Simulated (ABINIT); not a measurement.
# Beyond one shot: BN (P6_3mc), part 3 of 3

Aim: iterate the self-energy on BN (P6_3mc) and follow the gap from cycle to cycle.

ABINIT 10.8.3; LDA and many-body steps on it, plane waves. Known limits of the many-body steps: not at the basis limit; coarse k mesh.

So far. Step 7 (evGW0, cycle 3): Against the cycle before, the gap moves by +0.004 eV. Step 10 (evGW, cycle 1): Against G0W0 in ABINIT (6×6×4 mesh, 120 bands, screening to 244.9 eV, Godby-Needs plasmon pole), the gap moves by +0.582 eV.

The database entry behind the starting cell has ideal inner coordinates that were not refined, so it need not match the best structure at ambient conditions.

### 12. Screening, 6×6×4 mesh, 120 bands, screening to 244.9 eV

This step: RPA screening on LDA from quasiparticle energies, plane waves, norm-conserving pseudopotentials.

Input file run.abi:

```
acell 3*1.0 Angstrom
rprim 
  2.536000000002 -0.000000000000 0.000000000000
  -1.268000000000 2.196240423999 0.000000000000
  0.000000000000 0.000000000000 4.199000000000
ntypat 2
znucl 5 7
natom 4
typat 1 1 2 2
xred 
  0.666666666667 0.333333333333 0.000000000000
  0.333333333333 0.666666666667 0.500000000000
  0.666666666667 0.333333333333 0.375000000000
  0.333333333333 0.666666666667 0.875000000000
pp_dirpath "pseudos"
pseudos "B.upf, N.upf"
ecut 36
ngkpt 6 6 4
nshiftk 1
shiftk 0 0 0
kptopt 1
chksymbreak 0
istwfk *1
occopt 1
irdwfk 1
optdriver 3
nband 120
ecuteps 9
inclvkb 2
awtr 1
symchi 1
irdqps 1
gwcalctyp 10
nqptdm 20
qptdm 
  0.1666666667 0.0000000000 0.0000000000
  0.3333333333 0.0000000000 0.0000000000
  0.5000000000 0.0000000000 0.0000000000
  0.1666666667 0.1666666667 0.0000000000
  0.3333333333 0.1666666667 0.0000000000
  0.3333333333 0.3333333333 0.0000000000
  0.0000000000 0.0000000000 0.2500000000
  0.1666666667 0.0000000000 0.2500000000
  0.3333333333 0.0000000000 0.2500000000
  0.5000000000 0.0000000000 0.2500000000
  0.1666666667 0.1666666667 0.2500000000
  0.3333333333 0.1666666667 0.2500000000
  0.3333333333 0.3333333333 0.2500000000
  0.0000000000 0.0000000000 0.5000000000
  0.1666666667 0.0000000000 0.5000000000
  0.3333333333 0.0000000000 0.5000000000
  0.5000000000 0.0000000000 0.5000000000
  0.1666666667 0.1666666667 0.5000000000
  0.3333333333 0.1666666667 0.5000000000
  0.3333333333 0.3333333333 0.5000000000
indata_prefix "in"
outdata_prefix "out"
tmpdata_prefix "tmp"
```

Input file mrgscr.stdin:

```
2
merged
q0_SCR
out_SCR
1
```

Launch:

```
$ OMP_NUM_THREADS=1 mpirun -n 4 abinit run.abi > log; mrgscr < mrgscr.stdin
```

Output:

```text
.Version 10.8.3 of ABINIT. v10.8.2 released Aug 2026.

 Symmetries : space group P6_3 m c (#186); Bravais hP (primitive hexag.)
[... echo of the input left out ...]
== DATASET  1 ==================================================================
-   mpi_nproc: 4, omp_nthreads: 1 (-1 if OMP is not activated)

--- !DatasetInfo
iteration_state: {dtset: 1, }
dimensions: {natom: 4, nkpt: 21, mband: 120, nsppol: 1, nspinor: 1, nspden: 1, mpw: 1677, }
cutoff_energies: {ecut:  36.0, pawecutdg:  -1.0, }
[...]
q-point number  1        q = ( 0.166667, 0.000000, 0.000000) [r.l.u.]
--------------------------------------------------------------------------------
[... chi0 elements left out ...]
  Average fulfillment of the sum rule on Im[epsilon] for q-point    2 :    107.78  [%]

--------------------------------------------------------------------------------
  q-point number  2        q = ( 0.333333, 0.000000, 0.000000) [r.l.u.]
--------------------------------------------------------------------------------
[... chi0 elements left out ...]
  Average fulfillment of the sum rule on Im[epsilon] for q-point    3 :    100.13  [%]

 [... 18 further q-points ...]
```

Wall time 82 s (4 MPI ranks of Arm Neoverse V2, shared host); peak memory 0.89 GiB.

Numbers from this step:

* plasma frequency: 30.71 eV
* plane waves in the screening matrix: 209

This screening reads the quasiparticle levels of the cycle before.

### 13. evGW, cycle 2

This step: evGW on LDA, plane waves, norm-conserving pseudopotentials.

run.abi: that of step 12 with these lines changed.

```diff
@@ -25,12 +25,10 @@
 irdwfk 1
-optdriver 3
+optdriver 4
 nband 120
-ecuteps 9
-inclvkb 2
-awtr 1
-symchi 1
-irdqps 1
 gwcalctyp 10
-nqptdm 20
-qptdm 
+ecutsigx 36
+symsigma 1
+nkptgw 21
+kptgw 
+  0.0000000000 0.0000000000 0.0000000000
   0.1666666667 0.0000000000 0.0000000000
@@ -55,2 +53,28 @@
   0.3333333333 0.3333333333 0.5000000000
+bdgw 
+  1 16
+  1 16
+  1 16
+  1 16
+  1 16
+  1 16
+  1 16
+  1 16
+  1 16
+  1 16
+  1 16
+  1 16
+  1 16
+  1 16
+  1 16
+  1 16
+  1 16
+  1 16
+  1 16
+  1 16
+  1 16
+ecuteps 9
+irdscr 1
+ppmodel 1
+irdqps 1
 indata_prefix "in"
```

Launch:

```
$ OMP_NUM_THREADS=1 mpirun -n 4 abinit run.abi > log
```

Output:

```text
.Version 10.8.3 of ABINIT. v10.8.2 released Aug 2026.

 Symmetries : space group P6_3 m c (#186); Bravais hP (primitive hexag.)
[... echo of the input left out ...]
== DATASET  1 ==================================================================
-   mpi_nproc: 4, omp_nthreads: 1 (-1 if OMP is not activated)

--- !DatasetInfo
iteration_state: {dtset: 1, }
dimensions: {natom: 4, nkpt: 21, mband: 120, nsppol: 1, nspinor: 1, nspden: 1, mpw: 1677, }
cutoff_energies: {ecut:  36.0, pawecutdg:  -1.0, }
[...]
.  kptgw no:  3; Maximum DeltaE = (  -0.035   0.015) for band index:  1
[...]
.  kptgw no: 20; Maximum DeltaE = (  -0.029   0.013) for band index:  1
.  kptgw no: 21; Maximum DeltaE = (  -0.035   0.000) for band index:  5

== END DATASET(S) ==============================================================
================================================================================

 -outvars: echo values of variables after computation  --------
           etotal      0.0000000000E+00
            nband         120
             nkpt          21
          spgroup         186
 [... the other variables as echoed above ...]

 Calculation completed.
```

Elapsed: 18 min, on 4 MPI ranks; peak memory 1.4 GiB.

Numbers from this step:

```yaml
quasiparticle_gap_on_the_mesh: 7.557 eV
gap_of_the_density_functional_on_the_mesh: 5.052 eV
k_of_the_valence_top: 0, 0, 0
k_of_the_conduction_bottom: 0.3333, 0.3333, 0
least_direct_quasiparticle_gap_on_the_computed_points: 11.06 eV
```

Against the cycle before, the gap moves by +0.038 eV.

### 14. Side by side

Times are wall times on 4 MPI ranks of Arm Neoverse V2, shared host, good to a factor of about two. A run's time includes the screening step that it read.

```
           run   mesh  bands  screening cutoff (eV)  DFT gap (eV)  gap on the mesh (eV)  direct (eV)  ε∞ used     time
          G0W0  6×6×4    120                  244.9         5.052                 6.937       10.359     4.39  2.2 min
evGW0, cycle 1  6×6×4    120                  244.9         5.052                 7.290       10.758     4.39   19 min
evGW0, cycle 2  6×6×4    120                  244.9         5.052                 7.172       10.625     4.39   19 min
evGW0, cycle 3  6×6×4    120                  244.9         5.052                 7.176       10.630     4.39   19 min
 evGW, cycle 1  6×6×4    120                  244.9         5.052                 7.519       11.019     3.87   19 min
 evGW, cycle 2  6×6×4    120                  244.9         5.052                 7.557       11.060     3.80   19 min
```

### 15. Summary of results

| Property | Result |
| --- | --- |
| G0W0 | 6.937 eV |
| evGW0, cycle 1 | 7.290 eV |
| evGW0, cycle 2 | 7.172 eV |
| evGW0, cycle 3 | 7.176 eV |
| evGW, cycle 1 | 7.519 eV |
| evGW, cycle 2 | 7.557 eV |
| known limits | not at the basis limit; coarse k mesh |

In words: Only the bands that the input lists are updated; the others, empty or deep, keep the functional's energies or take a rigid shift. The evGW loop starts from the last levels of evGW0, so its cycles and time come on top of those. evGW0 ends at 7.18 eV, +0.24 eV from G0W0, after 3 cycles that took 54 min beside the first screening; the last moved the gap by 0.004 eV. evGW ends at 7.56 eV, +0.62 eV from G0W0, after 2 cycles that took 39 min beside the first screening; the last moved the gap by 0.038 eV, so the loop had not settled. The first cycle of evGW0 takes the full correction, without the factor Z, so it overshoots the one-shot value. Bands and cutoff are finite, so the gap is not at the basis limit. The miss can reach some tenths of an eV and take either sign; the mesh is an error of its own. The 6×6×4 mesh is coarse for this cell, which bears on the long-range parts of exchange and screening. In the updated screening the q = 0 part is built from Kohn-Sham bands under a rigid shift, the other q from the quasiparticle levels.

[Paths, hosts, dates, memory and timing lines, banners, echoed tables and standing remarks are left out of the program output.]

[Logs are printed without paths, hosts, clocks, repeated set-up lines and the standing remarks that a program may print on its own settings, such as how far it seeks lower states.]

[Runs of the session that timed out or met a known fault of the program may be left out.]

[Hosts, paths, dates, database ids (printed as entryN), source tags and the programs' standing remarks are cut or masked in the printed files.]

[G0W0 gaps are taken among the corrected bands and points alone; a level outside them can change the order at an edge.]

[Where Ansatz stands beside ABINIT at settings called matched, ABINIT's density can come from a denser mesh and the files from another edition; pairs whose starting gaps differed by over 0.03 eV were left out, so agreement reads better than it is.]
